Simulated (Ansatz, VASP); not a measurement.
**One calculation of ZnSe, two programs**

```
CELL_PARAMETERS angstrom
3.32515 0.00000 0.00000
0.00000 3.32515 0.00000
0.00000 0.00000 3.32515
ATOMIC_POSITIONS crystal
Zn 0.00000 0.00000 0.00000
Se 0.50000 0.50000 0.50000
```

The cell was built by a generator and needn't be a form met in nature.

Alike in both runs: task single point; functional HSE06; k mesh 4 × 4 × 4; occupations fermi-dirac, width 0.02 eV; no spin polarisation.

```csv
,VASP,Ansatz
version,VASP 6.6.1,Ansatz 0.2.0
potentials or method,"VASP PAW PBE potentials, release 64 (Zn, Se)","plane waves, PAW"
plane-wave cutoff (eV),520,420
valence electrons in the cell,18,28
```

|  | VASP | Ansatz | Ansatz less VASP |
| --- | --- | --- | --- |
| pressure (GPa) | 1.6 | 1.7 | +0.07 |

The two sets of potentials don't hold the same shells in valence. Ansatz warned: «filled_band_counts_differ_across_k_points».

Caveats: the k mesh is coarse (spacing up to 0.47 Å⁻¹), so the values aren't converged, least of all with exact exchange; the PAW data sets were made with another functional, which shifts forces and pressure a little (VASP).
